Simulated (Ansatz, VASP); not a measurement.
# One calculation of Na, two programs

INCAR

```
SYSTEM = Na
PREC = Accurate
ENCUT = 520
EDIFF = 1E-6
ISMEAR = 0
SIGMA = 0.15
LREAL = .False.
LASPH = .True.
NELM = 100
ALGO = Fast
ISIF = 2
LWAVE = .False.
LCHARG = .True.
GGA = CA
LELF = .True.
LVHAR = .True.
NBANDS = 10
```

Contents of KPOINTS:

```
Automatic mesh
0
Gamma
  18 18 18
  0 0 0
```

The input POSCAR:

```
Na
1.0
   -2.0512843058      2.0512843058      2.2564127364
    2.0512843058     -2.0512843058      2.2564127364
    2.0512843058      2.0512843058     -2.2564127364
Na
1
Direct
    0.0000000000      0.0000000000      0.0000000000
```

Input for Ansatz:

```yaml
crystal:
  lattice:
    - [-2.0512843058, 2.0512843058, 2.2564127364]
    - [2.0512843058, -2.0512843058, 2.2564127364]
    - [2.0512843058, 2.0512843058, -2.2564127364]
  atoms:
    - { symbol: Na, position: [0.0, 0.0, 0.0] }
basis:
  ecutwfc: 420
kpoints:
  mp_grid: { grid: [18, 18, 18] }
hamiltonian:
  xc: lda
scf:
  occupations: { method: gaussian, width: 0.15 }
output:
  forces: true
  stress: true
  eigenvalues: true
```

Alike in both runs: task single point; functional LDA; k mesh 18 × 18 × 18; occupations gaussian, width 0.15 eV; no spin polarisation.

```csv
,VASP,Ansatz
version,VASP 6.6.1,Ansatz 0.2.0
potentials or method,"VASP PAW LDA potentials, release 64 (Na_pv)","scalar-relativistic, plane waves, PAW"
plane-wave cutoff (eV),520,420
valence electrons in the cell,7,9
```

Ansatz gave:

| Item | Value |
| --- | --- |
| gap on the k mesh at the Fermi level (eV) | none |
| pressure (GPa) | -0.9 |

Q: Which values does VASP return?

A: gap on the k mesh at the Fermi level (eV): none; pressure (GPa): -1.1.

A gap of «none» marks a metal or a gap that the smearing closes. The two sets of potentials don't hold the same shells in valence.
